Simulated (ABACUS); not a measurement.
# Cu (Fm-3m) in ABACUS: a series of runs

Runs on Cu. Level: PBE. Tasks: equation of state.

Program: ABACUS 3.10.1. These are calculated values, not measurements. Logs are shortened: lines on timing, memory, paths and dates and some standing lists are left out, and cuts for length are marked.

### Step 1. Starting point

Symmetry: Fm-3m, No. 225, cubic system. Conventional cell: a = 3.615 Å, b = 3.615 Å, c = 3.615 Å, α = 90.00°, β = 90.00°, γ = 90.00°. Cu (site symmetry m-3m) has 12 Cu at 2.56 Å as nearest neighbours.

### Step 2. Equation of state, PBE, 11.10 Å³/atom (volume scaled by 0.94)

run_abacus.py

```python
"""ABACUS run from a structure file: ASE reads it, the script writes STRU, KPT and INPUT."""
import re
import subprocess
from ase.io import read
from ase.units import Bohr

atoms = read("POSCAR")
atoms = atoms[(-atoms.numbers).argsort(kind="stable")]  # ABACUS lists atoms element by element
pseudo = {'Cu': 'cu_pbe_v1.2.uspp.F.UPF'}
orbital = {}
magmoms = None
kmesh = [10, 10, 10]
params = {
    'suffix': 'Cu',
    'calculation': 'scf',
    'basis_type': 'pw',
    'pseudo_dir': './',
    'symmetry': 1,
    'dft_functional': 'pbe',
    'ecutwfc': 40,
    'pseudo_rcut': 10,
    'nspin': 1,
    'nbands': 14,
    'ks_solver': 'dav',
    'smearing_method': 'fd',
    'smearing_sigma': 0.00367493,
    'scf_thr': 1e-08,
    'scf_nmax': 100,
    'mixing_type': 'broyden',
    'mixing_beta': 0.7,
    'cal_force': 1,
    'cal_stress': 1,
    'ecutrho': 320,
    'kpar': 4,
}

symbols = atoms.get_chemical_symbols()
elements = list(dict.fromkeys(symbols))
lines = ["ATOMIC_SPECIES"] + [f"{e} {atoms.get_masses()[symbols.index(e)]:.4f} {pseudo[e]}" for e in elements]
if orbital:
    lines += ["", "NUMERICAL_ORBITAL"] + [orbital[e] for e in elements]
lines += ["", "LATTICE_CONSTANT", f"{1 / Bohr:.10f}", "", "LATTICE_VECTORS"]
lines += [" ".join(f"{x:.10f}" for x in v) for v in atoms.cell]
lines += ["", "ATOMIC_POSITIONS", "Direct"]
for e in elements:
    lines += ["", e, "0.0", str(symbols.count(e))]
    for i, p in enumerate(atoms.get_scaled_positions(wrap=False)):
        if symbols[i] == e:
            mag = "" if magmoms is None else " mag " + " ".join(str(x) for x in (magmoms[i] if isinstance(magmoms[i], list) else [magmoms[i]]))
            lines.append(" ".join(f"{x:.10f}" for x in p) + " 1 1 1" + mag)
open("STRU", "w").write("\n".join(lines) + "\n")
open("KPT", "w").write("K_POINTS\n0\nGamma\n%d %d %d 0 0 0\n" % tuple(kmesh))
open("INPUT", "w").write("INPUT_PARAMETERS\n" + "".join(f"{k:<20s}{v}\n" for k, v in params.items()))

done = subprocess.run(['mpirun', '-np', '4', 'abacus'])
if done.returncode:
    raise SystemExit(done.returncode)
log = open("OUT.Cu/running_scf.log").read()
print("final energy (eV):", re.findall(r"FINAL_ETOT_IS (\S+)", log))
```

POSCAR

```
Cu
1.0
    0.0000000000      1.7706018915      1.7706018915
    1.7706018915      0.0000000000      1.7706018915
    1.7706018915      1.7706018915      0.0000000000
Cu
1
Direct
    0.0000000000      0.0000000000      0.0000000000
```

Potentials or basis: GBRV ultrasoft 1.5 PBE, plane waves.

Run with:

```
$ OMP_NUM_THREADS=1 python run_abacus.py > log
```

running log:

```text
ABACUS v3.10.1

               Atomic-orbital Based Ab-initio Computation at UStc

 ------------------------------------------------------------------------------------

 READING GENERAL INFORMATION
                           global_out_dir = OUT.Cu/
                           global_in_card = INPUT
                               pseudo_dir = ./
                              orbital_dir =
                                    DSIZE = 4
                                    GSIZE = 1

 READING UNITCELL INFORMATION
                                    ntype = 1
                  lattice constant (Bohr) = 1.88973
              lattice constant (Angstrom) = 1

 READING ATOM TYPE 1
                               atom label = Cu
                      L=0, number of zeta = 1
                      L=1, number of zeta = 1
                      L=2, number of zeta = 1
             number of atom for this type = 1

                        TOTAL ATOM NUMBER = 1
DIRECT COORDINATES
    atom                   x                   y                   z     mag                  vx                  vy                  vz
taud_Cu1            0.0000000000        0.0000000000        0.0000000000  0.0000        0.0000000000        0.0000000000        0.0000000000

                          Volume (Bohr^3) = 74.9186
                             Volume (A^3) = 11.1018

 Lattice vectors: (Cartesian coordinate: in unit of a_0)
                   +0             +1.7706             +1.7706
              +1.7706                  +0             +1.7706
              +1.7706             +1.7706                  +0
 Reciprocal vectors: (Cartesian coordinate: in unit of 2 pi/a_0)
             -0.28239            +0.28239            +0.28239
             +0.28239            -0.28239            +0.28239
             +0.28239            +0.28239            -0.28239
 The esolver type has been set to : ksdft_pw

                PAO radial cut off (Bohr) = 10

 Read in pseudopotential file is cu_pbe_v1.2.uspp.F.UPF
                     pseudopotential type = US
          exchange-correlation functional = PBE
                 nonlocal core correction = 1
                        valence electrons = 19
                                     lmax = 2
                           number of zeta = 5
                     number of projectors = 6
                           L of projector = 0
                           L of projector = 0
                           L of projector = 1
                           L of projector = 1
                           L of projector = 2
                           L of projector = 2
     initial pseudo atomic orbital number = 13

 SETUP THE ELECTRONS NUMBER
            electron number of element Cu = 19
      total electron number of element Cu = 19
            AUTOSET number of electrons:  = 19
                           occupied bands = 10
                                   NBANDS = 14
                                   NLOCAL = 9

%%%%%%%%%%%%%%%%%%%%%%%%%%%%%%%%%%%%%%%%%%%%%%%%%%%%%%%%%%%%%%%%%%%%%%%%%%%%%%%%%%%%%%%%%%%%%%%%%%%%%%%%%%
 Warning: the number of valence electrons in pseudopotential > 11 for Cu: [Ar] 3d10 4s1
 Pseudopotentials with additional electrons can yield (more) accurate outcomes, but may be less efficient.
 If you're confident that your chosen pseudopotential is appropriate, you can safely ignore this warning.
%%%%%%%%%%%%%%%%%%%%%%%%%%%%%%%%%%%%%%%%%%%%%%%%%%%%%%%%%%%%%%%%%%%%%%%%%%%%%%%%%%%%%%%%%%%%%%%%%%%%%%%%%%

 SETUP THE PLANE WAVE BASIS
 energy cutoff for charge/potential (unit:Ry) = 160
            fft grid for charge/potential = [ 20, 20, 20 ]
                        fft grid division = [ 1, 1, 1 ]
        big fft grid for charge/potential = [ 27, 27, 27 ]
                                     nbxx = 19683
                                     nrxx = 8000

 SETUP PLANE WAVES FOR CHARGE/POTENTIAL
                    number of plane waves = 2637
                         number of sticks = 253

 PARALLEL PW FOR CHARGE/POTENTIAL
     PROC   COLUMNS(POT)             PW
        1            253           2637
 --------------- sum -------------------
        1            253           2637
                            number of |g| = 63
                                  max |g| = 14.3539
                                  min |g| = 0

 energy cutoff for dense charge/potential (unit:Ry) = 320
      fft grid for dense charge/potential = [ 27, 27, 27 ]
                                     nrxx = 19683

 SETUP PLANE WAVES FOR dense CHARGE/POTENTIAL
                    number of plane waves = 7239
                         number of sticks = 499

 PARALLEL PW FOR dense CHARGE/POTENTIAL
     PROC   COLUMNS(POT)             PW
        1            499           7239
 --------------- sum -------------------
        1            499           7239
                            number of |g| = 123
                                  max |g| = 28.7078
                                  min |g| = 0

----------- Double Check Mixing Parameters Begin ------------
mixing_type: broyden
[... 26 lines left out ...]
                       LATTICE CONSTANT A = 3.5412
Original cell was already a primitive cell.
                        ROTATION MATRICES = 48
              PURE POINT GROUP OPERATIONS = 48
                   SPACE GROUP OPERATIONS = 48
                              POINT GROUP = O_h
               POINT GROUP IN SPACE GROUP = O_h

 SETUP K-POINTS
                                    nspin = 1
                   Input type of k points = Monkhorst-Pack(Gamma)
                                   nkstot = 1000
                       right hand lattice = 1
(for reciprocal lattice: )
                             BRAVAIS TYPE = 2
                     BRAVAIS LATTICE NAME = 02. Cubic I (body-centered)
                                    ibrav = 2
                       right hand lattice = 1
(for k-lattice: )
                             BRAVAIS TYPE = 2
                     BRAVAIS LATTICE NAME = 02. Cubic I (body-centered)
                                    ibrav = 2
                       right hand lattice = 1
                        ROTATION MATRICES = 48
                               nkstot_ibz = 47
K-POINTS REDUCTION ACCORDING TO SYMMETRY
     IBZ    DIRECT_X    DIRECT_Y    DIRECT_Z  WEIGHT  ibz2bz
       1  0.00000000  0.00000000  0.00000000  0.0010       0
       2  0.10000000  0.10000000  0.10000000  0.0080       1
       3  0.20000000  0.20000000  0.20000000  0.0080       2
       4  0.30000000  0.30000000  0.30000000  0.0080       3
       5  0.40000000  0.40000000  0.40000000  0.0080       4
       6  0.50000000  0.50000000  0.50000000  0.0040       5
[... 22 lines left out ...]
      29  0.50000000  0.50000000  0.10000000  0.0240      45
      30 -0.20000000  0.40000000  0.40000000  0.0120      46
[... 17 further k points ...]

                               nkstot now = 47
[... K-POINTS DIRECT COORDINATES: 47 rows ...]

           k-point number in this process = 12
       minimum distributed K point number = 11
[... stars of the k points ...]

[... K-POINTS CARTESIAN COORDINATES: 12 rows ...]

[... K-POINTS DIRECT COORDINATES: 12 rows ...]

 SETUP PLANE WAVES FOR WAVE FUNCTIONS
     energy cutoff for wavefunc (unit:Ry) = 40
              fft grid for wave functions = [ 20, 20, 20 ]
                    number of plane waves = 459
                         number of sticks = 85

 PARALLEL PW FOR WAVE FUNCTIONS
     PROC   COLUMNS(POT)             PW
        1             85            459
 --------------- sum -------------------
        1             85            459

 SETUP NONLOCAL PSEUDOPOTENTIALS IN PLANE WAVE BASIS
 Cu non-local projectors:
 projector 1 L=0
 projector 2 L=0
 projector 3 L=1
 projector 4 L=1
 projector 5 L=2
 projector 6 L=2
      TOTAL NUMBER OF NONLOCAL PROJECTORS = 18

 Init Non-Local PseudoPotential table :
 Init Non-Local-Pseudopotential done.

                                     npwx = 332

 Make real space PAO into reciprocal space.
       max mesh points in Pseudopotential = 689
     dq(describe PAO in reciprocal space) = 0.01
                                    max q = 763

 number of pseudo atomic orbitals for Cu is 5
WARNING: norm of atomic wavefunction # 5 of atomic type Cu is 0.999952, renormalized

 -------------------------------------------
 SELF-CONSISTENT
 -------------------------------------------
                                 init_chg = atomic

 PW ALGORITHM --------------- ION=   1  ELEC=   1--------------------------------

 Density error is 5.06874594128
                          Error Threshold = 0.01
----------------------------------------------------------
     Energy           Rydberg                 eV
----------------------------------------------------------
 E_KohnSham     -400.6602143845      -5451.2618775306
 E_Harris       -449.8644536363      -6120.7198971100
 E_Fermi        1.7506821651         23.8192528319
----------------------------------------------------------
[... 135 lines left out ...]
 Density error is 3.80206826773e-10
                          Error Threshold = 7.59433971013e-11
----------------------------------------------------------
     Energy           Rydberg                 eV
----------------------------------------------------------
 E_KohnSham     -403.7789393128      -5493.6943070506
 E_KS(sigma->0) -403.7787576008      -5493.6918347316
 E_Harris       -403.7792956755      -5493.6991556134
 E_band         -25.7674905486       -350.5846946218
 E_one_elec     -259.8126541860      -3534.9325094334
 E_Hartree      142.2136440432       1934.9158923315
 E_xc           -38.8456401761       -528.5220488528
 E_Ewald        -247.3339255699      -3365.1506964579
 E_entropy(-TS) -0.0003634241        -0.0049446380
 E_descf        0.0000000000         0.0000000000
 E_exx          0.0000000000         0.0000000000
 E_Fermi        1.2721561307         17.3085721230
----------------------------------------------------------

 charge density convergence is achieved
 final etot is -5493.6943071 eV
 EFERMI = 17.308572123 eV

 STATE ENERGY(eV) AND OCCUPATIONS    NSPIN == 1
 1/12 kpoint (Cartesian) = 0.0000 0.0000 0.0000 (331 pws)
       1       -95.3102     0.00200000
       2       -52.6232     0.00200000
       3       -52.6232     0.00200000
       4       -52.6232     0.00200000
       5        7.49276     0.00200000
       6        14.2035     0.00200000
       7        14.2035     0.00200000
       8        14.2035     0.00200000
       9        15.1176     0.00200000
      10        15.1176     0.00200000
      11        40.4809        0.00000
      12        43.5879        0.00000
      13        43.5879        0.00000
      14        43.5879        0.00000
[... 66 lines left out ...]
       1       -95.2914     0.00800000
       2       -52.7607     0.00800000
       3       -52.6437     0.00800000
       4       -52.6437     0.00800000
       5        11.9445     0.00800000
       6        14.1602     0.00800000
       7        14.1602     0.00800000
       8        15.7560     0.00800000
       9        15.7560     0.00800000
      10        16.1551     0.00800000
      11        21.5014    3.04968e-39
      12        38.9338        0.00000
      13        40.3976        0.00000
      14        40.3976        0.00000

[... levels at 6 further k points ...]

------------------------------------------------------------------------------------------
 TOTAL-FORCE (eV/Angstrom)
------------------------------------------------------------------------------------------
                       Cu1         0.0000000000         0.0000000000         0.0000000000
------------------------------------------------------------------------------------------

----------------------------------------------------------------
 TOTAL-STRESS (KBAR)
----------------------------------------------------------------
       127.1790267982         0.0000000000        -0.0000000000
        -0.0000000000       127.1790267982        -0.0000000000
        -0.0000000000        -0.0000000000       127.1790267982
----------------------------------------------------------------
 TOTAL-PRESSURE: 127.179027 KBAR

 --------------------------------------------
 !FINAL_ETOT_IS -5493.6943070506276854 eV
 --------------------------------------------
```

Run time: 4.5 s. Hardware: 4 MPI ranks of Intel Xeon Platinum 8488C (Sapphire Rapids), shared host; peak memory 0.36 GiB.

What came out:

```yaml
Free_energy: -5493.6943 eV
Pressure: 12.7 GPa
Band_gap_on_the_k_mesh: none (metal or under the smearing width)
```

### Step 3. Equation of state, PBE, 11.57 Å³/atom (volume scaled by 0.98)

run_abacus.py is that of step 2.

POSCAR

```
Cu
1.0
    0.0000000000      1.7953687620      1.7953687620
    1.7953687620      0.0000000000      1.7953687620
    1.7953687620      1.7953687620      0.0000000000
Cu
1
Direct
    0.0000000000      0.0000000000      0.0000000000
```

Potentials or basis: GBRV ultrasoft 1.5 PBE, plane waves.

Run with:

```
$ OMP_NUM_THREADS=1 python run_abacus.py > log
```

It took 4.8 s on 4 MPI ranks of Intel Xeon Platinum 8488C (Sapphire Rapids), shared host; peak memory 0.36 GiB.

The run converged. Its results:

| Item | Value |
| --- | --- |
| Free energy | -5493.7213 eV |
| Pressure | 4.7 GPa |
| Band gap on the k mesh | none (metal or under the smearing width) |

### Step 4. Equation of state, PBE, 12.05 Å³/atom (volume scaled by 1.02)

run_abacus.py is that of step 3.

POSCAR

```
Cu
1.0
    0.0000000000      1.8194705475      1.8194705475
    1.8194705475      0.0000000000      1.8194705475
    1.8194705475      1.8194705475      0.0000000000
Cu
1
Direct
    0.0000000000      0.0000000000      0.0000000000
```

Run with:

```
$ OMP_NUM_THREADS=1 python run_abacus.py > log
```

It took 4 s on 4 MPI ranks of Intel Xeon Platinum 8488C (Sapphire Rapids), shared host; peak memory 0.36 GiB.

The run converged. Its results:

```
Free energy            : -5493.7281 eV
Pressure               : -1.2 GPa
Band gap on the k mesh : none (metal or under the smearing width)
```

### Step 5. Equation of state, PBE, 12.52 Å³/atom (volume scaled by 1.06)

run_abacus.py is that of step 4.

POSCAR

```
Cu
1.0
    0.0000000000      1.8429501765      1.8429501765
    1.8429501765      0.0000000000      1.8429501765
    1.8429501765      1.8429501765      0.0000000000
Cu
1
Direct
    0.0000000000      0.0000000000      0.0000000000
```

Run with:

```
$ OMP_NUM_THREADS=1 python run_abacus.py > log
```

It took 4.4 s on 4 MPI ranks of Intel Xeon Platinum 8488C (Sapphire Rapids), shared host; peak memory 0.36 GiB.

Results (log left out):

```yaml
Free_energy: -5493.7190 eV
Pressure: -6.3 GPa
Band_gap_on_the_k_mesh: none (metal or under the smearing width)
```

### Step 6. Equation of state, PBE

Potentials or basis: GBRV ultrasoft 1.5 PBE, plane waves.

This step only gathers the single runs of the series.

What came out:

* Equilibrium volume: 11.99 Å³/atom
* Bulk modulus: 140 GPa
* Pressure derivative of the bulk modulus: 5.1 (rough: it moves with the points fitted)

Energy against volume, from the lowest point:
| volume (Å³/atom) | energy (meV/atom) |
| --- | --- |
| 11.102 | 33.83 |
| 11.574 | 6.79 |
| 12.047 | 0.00 |
| 12.519 | 9.14 |
